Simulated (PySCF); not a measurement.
Level of theory: core-valence-separated Tamm–Dancoff BHandHLYP/aug-pcX-1 (pcseg-1 on H) in PySCF, non-relativistic, gas phase, PBE0-D3(BJ)/def2-SVP geometry. BHandHLYP without relativity tends to put these K edges a few eV too low, so spacings mean more than positions.

Main lines of an unknown, eV (oscillator strength): C K: 286.0 (0.051), 286.1 (0.049), 286.1 (0.023), 286.3 (0.091), 286.5 (0.041). Listed: the first five lines at most of each edge with a tenth or more of its strongest line's intensity; roots within 0.03 eV on the same or equivalent atoms are summed. Only the lowest roots were sought, and the top ones are left out.

Question: Which candidate gives them?
A. `C=C1CC1`
B. `C1=CCC1`
C. `C1[C@H]2C[C@@H]12`
D. `CC1=CC1`

Answer: C. 

- `C1[C@H]2C[C@@H]12`: C K: 286.0 (0.051), 286.1 (0.049), 286.1 (0.023), 286.3 (0.091), 286.5 (0.041). First C line listed at 286.0 eV, hole on the sp3 carbon at a ring junction.
- `C1=CCC1`: C K: 282.8 (0.122), 285.8 (0.023), 285.9 (0.028), 286.2 (0.051), 286.4 (0.030). First C line listed at 282.8 eV, hole on the alkene CH carbon.
- `CC1=CC1`: C K: 283.1 (0.060), 283.1 (0.060), 286.0 (0.007), 286.0 (0.011), 286.5 (0.030). First C line listed at 283.1 eV, hole on the alkene CH carbon (1s→π*).
- `C=C1CC1`: C K: 282.8 (0.055), 282.9 (0.064), 285.4 (0.016), 285.8 (0.008), 286.0 (0.016). First C line listed at 282.8 eV, hole on the terminal =CH2 carbon (1s→π*).

One conformer each; other structures than these candidates weren't tested.
